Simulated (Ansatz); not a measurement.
The system is SiNi3.

```
CELL_PARAMETERS angstrom
3.54200 0.00000 0.00000
0.00000 3.54200 0.00000
0.00000 0.00000 3.54200
ATOMIC_POSITIONS crystal
Ni 0.50000 0.50000 0.00000
Ni 0.50000 0.00000 0.50000
Ni 0.00000 0.50000 0.50000
Si 0.00000 0.00000 0.00000
```

Program: Ansatz 0.2.0. Alike in all runs: potentials or basis Ansatz PAW; spin collinear, ferromagnetic start; cell as given; k mesh 8 × 8 × 8. Hardware: 1 thread of Intel(R) Xeon(R) Processor @ 2.30GHz, with other jobs on the host.

**Question.** Order these runs on this cell by their wall time, lowest first.
A. task band structure; level LDA; cutoff (eV) 420; smearing fermi-dirac 0.05 eV; points for each segment of the path 14
B. task band structure; level r2SCAN; cutoff (eV) 500; smearing fermi-dirac 0.05 eV; points for each segment of the path 14
C. task single point; level PBE; cutoff (eV) 420; smearing gaussian 0.013 eV

**Answer.** C (6.1 s), A (14 s), B (37 s).

Caveats: the magnetic or orbital state may not be the lowest (some runs).

Not every run made on this cell is shown here.
